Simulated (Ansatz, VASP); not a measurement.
**One calculation of TiB4, two programs**

```xyz
5
Lattice="3.6661 0.0000 0.0000 0.0000 3.6661 0.0000 0.0000 0.0000 3.6661" Properties=species:S:1:pos:R:3 pbc="T T T"
Ti    0.0000    0.0000    0.0000
B     0.9165    0.9165    0.9165
B     2.7496    2.7496    0.9165
B     0.9165    2.7496    2.7496
B     2.7496    0.9165    2.7496
```

Change from the starting cell: species swapped into the SnI4 type (P-43m, No. 215).

Alike in both runs: task single point; functional PBE; k mesh 6 × 6 × 6; occupations gaussian, width 0.1 eV; no spin polarisation.

|  | VASP | Ansatz |
| --- | --- | --- |
| version | VASP 6.6.1 | Ansatz 0.2.0 |
| potentials or method | VASP PAW PBE potentials, release 64 (Ti_sv, B) | scalar-relativistic, plane waves, PAW |
| plane-wave cutoff (eV) | 520 | 420 |
| valence electrons in the cell | 24 | 24 |

```csv
,VASP,Ansatz,Ansatz less VASP
gap on the k mesh at the Fermi level (eV),none,none,-
rms of the force components (eV/Å),8.107,8.064,-0.0422
```

A gap of «none» marks a metal or a gap that the smearing closes.
